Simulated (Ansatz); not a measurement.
**Molecular dynamics of BaTiO$_{3}$**

input.yaml

```yaml
crystal:
  lattice:
    - [5.654684, 0.0, 0.0]
    - [-2.827342, 4.8971, 0.0]
    - [0.0, 0.0, 16.721663]
  atoms:
    - { symbol: Ba, position: [0.0, 0.0, 0.0598027] }
    - { symbol: Ti, position: [0.33333333, 0.66666667, 0.1246763] }
    - { symbol: O, position: [0.4971, 0.9942, 0.0657091] }
    - { symbol: O, position: [0.0058, 0.5029, 0.0657091] }
    - { symbol: O, position: [0.4971, 0.5029, 0.0657091] }
    - { symbol: Ba, position: [0.70009649, 0.33712934, 0.17064508] }
    - { symbol: Ti, position: [0.00718723, 0.0041911, 0.27333716] }
    - { symbol: O, position: [0.21682303, 0.36486172, 0.21967648] }
    - { symbol: O, position: [0.71137348, 0.89473519, 0.21907932] }
    - { symbol: O, position: [0.16354433, 0.85077854, 0.20653248] }
    - { symbol: Ba, position: [0.3382584, 0.7311232, 0.32471904] }
    - { symbol: Ti, position: [0.67926152, 0.3774555, 0.39120791] }
    - { symbol: O, position: [0.847114, 0.71741326, 0.3562796] }
    - { symbol: O, position: [0.32848023, 0.20412257, 0.37029273] }
    - { symbol: O, position: [0.81213938, 0.18385995, 0.35516704] }
basis:
  ecutwfc: 420.0
kpoints:
  mp_grid: { grid: [2, 2, 1] }
hamiltonian:
  xc: pbe
  dispersion: d3bj
  pseudopotentials: { kind: paw, azcp: { folder: soft_1 } }
scf:
  occupations: { method: fermi_dirac, width: 0.05 }
  lower_state_search: "off"
md:
  timestep: 1
  n_steps: 170
  ensemble: nvt_nose_hoover
  temperature: 1350.0
  initial_velocities: maxwell_boltzmann
  seed: 33412
  nose_hoover: { tau: 50.0, chain_length: 3 }
  constraints: [{ sites: [0, 1, 2, 3, 4] }]
```

Launched with:

```bash
$ ansatz run input.yaml --threads 1 --pin off --max-ram 3072MiB --backend cpu --events-out ev --progress --plain --runs-dir out
```

It goes on from the last frame of an earlier run, with new velocities.

Output, in part (step lines):

```
md step     0: t =     0.00 fs  T =  1350.0 K  F+E_penalty+E_count = -30475.03206581 eV  E_kin = 1.745010 eV  conserved = -30473.28705582 eV  (24 SCF iters)
md step     1: t =     1.00 fs  T =  1323.8 K  F+E_penalty+E_count = -30474.99808923 eV  E_kin = 1.711107 eV  conserved = -30473.28698540 eV  (14 SCF iters)
md step     2: t =     2.00 fs  T =  1289.8 K  F+E_penalty+E_count = -30474.95398862 eV  E_kin = 1.667167 eV  conserved = -30473.28685508 eV  (13 SCF iters)
md step     3: t =     3.00 fs  T =  1249.5 K  F+E_penalty+E_count = -30474.90162220 eV  E_kin = 1.615059 eV  conserved = -30473.28668517 eV  (13 SCF iters)
md step     4: t =     4.00 fs  T =  1204.8 K  F+E_penalty+E_count = -30474.84350410 eV  E_kin = 1.557312 eV  conserved = -30473.28649488 eV  (13 SCF iters)
md step     5: t =     5.00 fs  T =  1158.0 K  F+E_penalty+E_count = -30474.78250287 eV  E_kin = 1.496811 eV  conserved = -30473.28630120 eV  (6 SCF iters)
md step     6: t =     6.00 fs  T =  1111.3 K  F+E_penalty+E_count = -30474.72157547 eV  E_kin = 1.436528 eV  conserved = -30473.28611767 eV  (5 SCF iters)
md step     7: t =     7.00 fs  T =  1067.1 K  F+E_penalty+E_count = -30474.66355184 eV  E_kin = 1.379310 eV  conserved = -30473.28595429 eV  (5 SCF iters)
[... lines left out ...]
md step   170: t =   170.00 fs  T =  1636.0 K  F+E_penalty+E_count = -30474.59639537 eV  E_kin = 2.114746 eV  conserved = -30473.28550590 eV  (12 SCF iters)
```

The steps, from the saved trajectory:

```json
{"time (fs)": "0", "T (K)": "1350", "potential energy less start (eV)": "0.000", "conserved less start (meV/atom)": "0.00"}
{"time (fs)": "5", "T (K)": "1158", "potential energy less start (eV)": "0.250", "conserved less start (meV/atom)": "0.05"}
{"time (fs)": "10", "T (K)": "967", "potential energy less start (eV)": "0.502", "conserved less start (meV/atom)": "0.09"}
{"time (fs)": "15", "T (K)": "961", "potential energy less start (eV)": "0.520", "conserved less start (meV/atom)": "0.09"}
{"time (fs)": "20", "T (K)": "1119", "potential energy less start (eV)": "0.334", "conserved less start (meV/atom)": "0.04"}
{"time (fs)": "25", "T (K)": "1257", "potential energy less start (eV)": "0.185", "conserved less start (meV/atom)": "-0.01"}
{"time (fs)": "30", "T (K)": "1176", "potential energy less start (eV)": "0.324", "conserved less start (meV/atom)": "0.01"}
{"time (fs)": "35", "T (K)": "969", "potential energy less start (eV)": "0.627", "conserved less start (meV/atom)": "0.08"}
{"time (fs)": "40", "T (K)": "953", "potential energy less start (eV)": "0.689", "conserved less start (meV/atom)": "0.08"}
{"time (fs)": "45", "T (K)": "1104", "potential energy less start (eV)": "0.547", "conserved less start (meV/atom)": "0.00"}
{"time (fs)": "50", "T (K)": "1117", "potential energy less start (eV)": "0.602", "conserved less start (meV/atom)": "0.03"}
{"time (fs)": "55", "T (K)": "1007", "potential energy less start (eV)": "0.822", "conserved less start (meV/atom)": "0.10"}
{"time (fs)": "60", "T (K)": "1026", "potential energy less start (eV)": "0.880", "conserved less start (meV/atom)": "0.12"}
{"time (fs)": "65", "T (K)": "1292", "potential energy less start (eV)": "0.643", "conserved less start (meV/atom)": "0.09"}
{"time (fs)": "70", "T (K)": "1691", "potential energy less start (eV)": "0.270", "conserved less start (meV/atom)": "0.04"}
{"time (fs)": "75", "T (K)": "1962", "potential energy less start (eV)": "0.083", "conserved less start (meV/atom)": "0.01"}
{"time (fs)": "80", "T (K)": "1985", "potential energy less start (eV)": "0.203", "conserved less start (meV/atom)": "0.11"}
{"time (fs)": "85", "T (K)": "2113", "potential energy less start (eV)": "0.157", "conserved less start (meV/atom)": "0.14"}
{"time (fs)": "90", "T (K)": "2410", "potential energy less start (eV)": "-0.138", "conserved less start (meV/atom)": "0.00"}
{"time (fs)": "95", "T (K)": "2358", "potential energy less start (eV)": "-0.026", "conserved less start (meV/atom)": "0.04"}
{"time (fs)": "100", "T (K)": "2017", "potential energy less start (eV)": "0.414", "conserved less start (meV/atom)": "0.13"}
{"time (fs)": "105", "T (K)": "1787", "potential energy less start (eV)": "0.686", "conserved less start (meV/atom)": "0.16"}
{"time (fs)": "110", "T (K)": "1813", "potential energy less start (eV)": "0.615", "conserved less start (meV/atom)": "0.11"}
{"time (fs)": "115", "T (K)": "1883", "potential energy less start (eV)": "0.472", "conserved less start (meV/atom)": "0.01"}
{"time (fs)": "120", "T (K)": "1646", "potential energy less start (eV)": "0.717", "conserved less start (meV/atom)": "0.03"}
{"time (fs)": "125", "T (K)": "1295", "potential energy less start (eV)": "1.120", "conserved less start (meV/atom)": "0.19"}
{"time (fs)": "130", "T (K)": "1347", "potential energy less start (eV)": "1.010", "conserved less start (meV/atom)": "0.07"}
{"time (fs)": "135", "T (K)": "1425", "potential energy less start (eV)": "0.870", "conserved less start (meV/atom)": "0.02"}
{"time (fs)": "140", "T (K)": "1275", "potential energy less start (eV)": "1.031", "conserved less start (meV/atom)": "0.09"}
{"time (fs)": "145", "T (K)": "1151", "potential energy less start (eV)": "1.168", "conserved less start (meV/atom)": "0.13"}
{"time (fs)": "150", "T (K)": "1224", "potential energy less start (eV)": "1.057", "conserved less start (meV/atom)": "0.13"}
{"time (fs)": "155", "T (K)": "1469", "potential energy less start (eV)": "0.727", "conserved less start (meV/atom)": "0.09"}
{"time (fs)": "160", "T (K)": "1715", "potential energy less start (eV)": "0.391", "conserved less start (meV/atom)": "0.03"}
{"time (fs)": "165", "T (K)": "1736", "potential energy less start (eV)": "0.338", "conserved less start (meV/atom)": "0.05"}
{"time (fs)": "170", "T (K)": "1636", "potential energy less start (eV)": "0.436", "conserved less start (meV/atom)": "0.10"}
```

The run went to its last step. The conserved energy stayed within 0.19 meV per atom of its start (net change 0.1 meV per atom), so the integration is sound. The mean temperature of the second half is 24 % above the set value. A run of 0.17 ps of so small a system gives no equilibrium averages. Limits of this set-up: coarse k mesh, thin slab, slab without dipole correction.

Mean squared displacements from the first frame to the last: Ba 0.31 Å², Ti 0.28 Å², O 0.37 Å².

Last frame:

```xyz
15
Lattice="5.6547 0.0000 0.0000 -2.8273 4.8971 0.0000 0.0000 0.0000 16.7217" Properties=species:S:1:pos:R:3
Ba 0.000 0.000 1.000
Ti 0.000 3.265 2.085
O 0.000 4.869 1.099
O -1.389 2.463 1.099
O 1.389 2.463 1.099
Ba 2.724 1.766 3.244
Ti 0.383 -0.038 4.715
O 0.118 1.662 4.075
O 1.743 4.346 3.882
O -1.279 4.068 3.671
Ba 0.481 3.366 5.925
Ti 3.346 1.567 7.083
O 3.442 3.238 6.405
O 2.011 0.809 6.072
O 4.763 0.790 6.985
```

The run took 19 min on 1 thread of Arm Neoverse V2 (shared host), peak memory 0.75 GiB.
